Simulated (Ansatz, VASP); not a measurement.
SnGe2 in VASP and in Ansatz

```xyz
6
Lattice="4.2417 0.0000 0.0000 -2.1208 3.6734 0.0000 0.0000 0.0000 10.3577" Properties=species:S:1:pos:R:3 pbc="T T T"
Ge    0.0000    0.0000    9.1340
Ge    2.1208    1.2245    5.5467
Ge    0.0000    2.4489    4.8110
Ge    0.0000    0.0000    1.2237
Sn    0.0000    2.4489    2.1546
Sn    2.1208    1.2245    8.2031
```

The cell was built by a generator and needn't be a form met in nature.

Alike in both runs: task single point; functional PBEsol; k mesh 6 × 6 × 2; occupations fermi-dirac, width 0.02 eV; no spin polarisation.

|  | VASP | Ansatz |
| --- | --- | --- |
| version | VASP 6.6.1 | Ansatz 0.2.0 |
| potentials or method | VASP PAW PBE potentials, release 64 (Ge_d, Sn_d) | plane waves, PAW |
| plane-wave cutoff (eV) | 520 | 420 |
| valence electrons in the cell | 84 | 84 |

```tsv
	VASP	Ansatz	Ansatz less VASP
pressure (GPa)	-0.3	-0.2	+0.06
largest component of the traceless stress (GPa)	0.14	0.15	+0.004
rms of the force components (eV/Å)	0.027	0.027	+0.0007
```

The functional is the same, so the differences come from potentials, cutoffs and numerics.

Caveats: the PAW data sets were made with another functional, which shifts forces and pressure a little (VASP).
